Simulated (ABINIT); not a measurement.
Input of an ABINIT 10.8.3 (patched build) run:

run.abi

```
ndtset 2

pp_dirpath "./"
pseudos "N_ONCV_PBE-1.2.upf, B_ONCV_PBE-1.2.upf"

acell 3*1.0
rprim
     0.0000000000     3.4260753537     3.4260753537
     3.4260753537     0.0000000000     3.4260753537
     3.4260753537     3.4260753537     0.0000000000
ntypat 2
znucl 7 5
natom 2
typat 1 2
xcart
     0.9065005000     0.9065005000     0.9065005000
     0.0000000000     0.0000000000     0.0000000000 Angstrom

ecut 1306.146540 eV

ixc -497498
usekden 1

occopt 3
tsmear 0.05 eV

nstep 100

iomode 3
prtwf 0
prteig 0
prtebands 0
enunit 1
prtden1 1
prtkden1 1

kptopt1 1
ngkpt1 13 13 13
nshiftk1 1
shiftk1 0.0 0.0 0.0
nband1 8
tolvrs1 1.0e-9

iscf2 -2
getden2 1
getkden2 1
nband2 14
nbdbuf2 4
tolwfr2 1.0e-11
kptopt2 -9
ndivsm2 8
prteig2 1
kptbounds2
     0.0000000000     0.0000000000     0.0000000000
     0.5000000000     0.0000000000     0.5000000000
     0.5000000000     0.2500000000     0.7500000000
     0.3750000000     0.3750000000     0.7500000000
     0.0000000000     0.0000000000     0.0000000000
     0.5000000000     0.5000000000     0.5000000000
     0.6250000000     0.2500000000     0.6250000000
     0.5000000000     0.2500000000     0.7500000000
     0.5000000000     0.5000000000     0.5000000000
     0.3750000000     0.3750000000     0.7500000000
```

Potentials or basis: SG15 NC PBE v1.2.

Launch:

```sh
$ mpirun --bind-to none -np 4 abinit run.abi > log 2>&1
```

Q: Predict the band gap on the k mesh.

A: 5.04 eV, indirect (least direct gap 9.47 eV).

Q: Predict the pressure.

A: -5.6 GPa.

Levels at the corners of the path, in eV from the valence-band top:
```tsv
point	band 2	band 3	band 4	band 5	band 6	band 7
Γ	0.00	0.00	0.00	9.47	9.47	9.47
X	-9.34	-5.09	-5.09	4.97	9.72	19.09
W	-8.04	-7.16	-6.65	10.36	14.05	15.26
K	-8.55	-7.85	-4.23	7.47	13.55	16.85
Γ	0.00	0.00	0.00	9.47	9.47	9.47
L	-11.06	-2.02	-2.02	10.46	11.45	11.45
U	-8.55	-7.85	-4.23	7.47	13.55	16.85
W	-8.04	-7.16	-6.65	10.36	14.05	15.26
L	-11.06	-2.02	-2.02	10.46	11.45	11.45
K	-8.55	-7.85	-4.23	7.47	13.55	16.85
```

Caveat: the potentials were made for another functional, which shifts forces and pressure. r2SCAN opens gaps a little over a GGA but as a rule still falls short of measured ones.
